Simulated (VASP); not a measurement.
**From an Ansatz input to VASP: MoS$_{2}$ (database structure)**

Ansatz input

```yaml
crystal:
  lattice:
    - [3.1709589632, 0.0, 0.0]
    - [-1.5854794816, 2.7461310165, 0.0]
    - [0.0, 0.0, 6.8100136477]
  atoms:
    - { symbol: Mo, position: [0.0, 0.0, 0.0] }
    - { symbol: S, position: [0.3333333333, 0.6666666667, 0.2285282841] }
    - { symbol: S, position: [0.3333333333, 0.6666666667, 0.7714717159] }
kpoints:
  mp_grid: { grid: [12, 12, 4] }
  band_path:
    path:
      - [0.0, 0.0, 0.0]
      - [0.5, 0.0, 0.0]
      - [0.3333333333, 0.3333333333, 0.0]
      - [0.0, 0.0, 0.5]
      - [0.5, 0.0, 0.5]
      - [0.3333333333, 0.3333333333, 0.5]
    npoints: 1
hamiltonian:
  xc: r2scan
scf:
  occupations: { method: fixed }
  n_extra_bands: 4
output:
  forces: true
  stress: true
  eigenvalues: true
```

Write VASP inputs for this cell and level of theory.



INCAR

```
PREC = Accurate
NSW = 0
ISIF = 2
EDIFF = 1E-7
LCHARG = .FALSE.
LWAVE = .FALSE.
LASPH = .TRUE.
SIGMA = 0.01
LREAL = .FALSE.
ENCUT = 520
NBANDS = 20
NELM = 120
ISMEAR = 0
ALGO = Normal
METAGGA = R2SCAN
IBRION = -1
```

KPOINTS

```
KPOINTS created by Atomic Simulation Environment
0
Gamma
12 12 4
0 0 0
```

KPOINTS_OPT

```
special points
6
Reciprocal
0.0000000000 0.0000000000 0.0000000000 1
0.5000000000 0.0000000000 0.0000000000 1
0.3333333333 0.3333333333 0.0000000000 1
0.0000000000 0.0000000000 0.5000000000 1
0.5000000000 0.0000000000 0.5000000000 1
0.3333333333 0.3333333333 0.5000000000 1
```

POSCAR

```
Mo S
 1.0000000000000000
     3.1709589631696486    0.0000000000000000    0.0000000000000000
    -1.5854794815848243    2.7461310164628805    0.0000000000000000
     0.0000000000000000    0.0000000000000000    6.8100136477380895
 Mo  S
   1   2
Cartesian
  0.0000000000000000 -0.0000000000000001  0.0000000000000000
  0.0000000000000001  1.8307540109752536  1.5562807339152809
  0.0000000000000001  1.8307540109752536  5.2537329138228088
```

VASP ran with the recommended PBE PAW datasets (26 valence electrons in the cell). Other inputs would serve too.

```csv
,Ansatz,VASP
gap between bands v and c,1.34 eV,1.36 eV
least direct gap,1.79 eV,1.80 eV
pressure,1.0 GPa,1.0 GPa
largest force,0.04 eV/Å,0.04 eV/Å
```

The two codes use different PAW datasets and cutoffs. VASP's cell holds 26 valence electrons and Ansatz's 26. Ansatz's stress includes a Pulay correction; VASP's doesn't.
